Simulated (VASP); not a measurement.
# InAs: relaxation of the atoms with PBE+D3(BJ)

InAs:

```
In As
1.0
     0.00000    3.09699    3.09699
     3.09699    0.00000    3.09699
     3.09699    3.09699    0.00000
In As
1 1
Direct
  0.00000 0.00000 0.00000
  0.25000 0.25000 0.25000
```

The cell isn't the ideal one: a relaxed cell with its volume scaled by 1.04.

```json
{
  "Program": "VASP 6.6.1",
  "Task": "relaxation of the atoms",
  "Functional": "PBE",
  "Dispersion": "D3(BJ)",
  "Potentials or basis": "VASP PAW PBE potentials, release 64 (In_d, As)",
  "Cutoff": "600 eV",
  "k mesh": "10 × 10 × 10",
  "Occupations": "gaussian, width 0.03 eV",
  "Spin": "no spin polarisation",
  "Further INCAR settings": "ALGO = Normal; EDIFF = 1e-07; IBRION = 2; EDIFFG = -0.01; NSW = 40"
}
```

The pressure after relaxing is -1.9 GPa, the band gap on the k mesh is none (metal or under the smearing width) and the dispersion energy per atom is -0.298 eV.

Final structure:
```
In As
1.0
     0.00000    3.09699    3.09699
     3.09699    0.00000    3.09699
     3.09699    3.09699    0.00000
In As
1 1
Direct
  0.00000 0.00000 0.00000
  0.25000 0.25000 0.25000
```

Levels at points of the mesh, in eV from the Fermi level:
| k point | band 6 | band 7 | band 8 | band 9 | band 10 | band 11 | band 12 | band 13 |
| --- | --- | --- | --- | --- | --- | --- | --- | --- |
| (0.00, 0.00, 0.00) | -11.43 | -0.57 | -0.01 | -0.01 | -0.01 | 3.86 | 3.86 | 3.86 |
| (0.50, 0.00, 0.00) | -10.17 | -5.43 | -0.90 | -0.90 | 0.80 | 4.62 | 4.62 | 6.74 |
| (0.50, 0.50, 0.00) | -9.71 | -5.55 | -2.10 | -2.10 | 1.65 | 2.03 | 8.73 | 8.77 |

It took 37 s on 1 thread of Intel(R) Xeon(R) Platinum 8375C CPU @ 2.90GHz (Ice Lake), with other jobs on the host, peak memory 0.24 GiB.

Caveat: the relaxation stopped at its first step, so nothing moved; pairwise dispersion overbinds metals, which lowers pressure and volume.
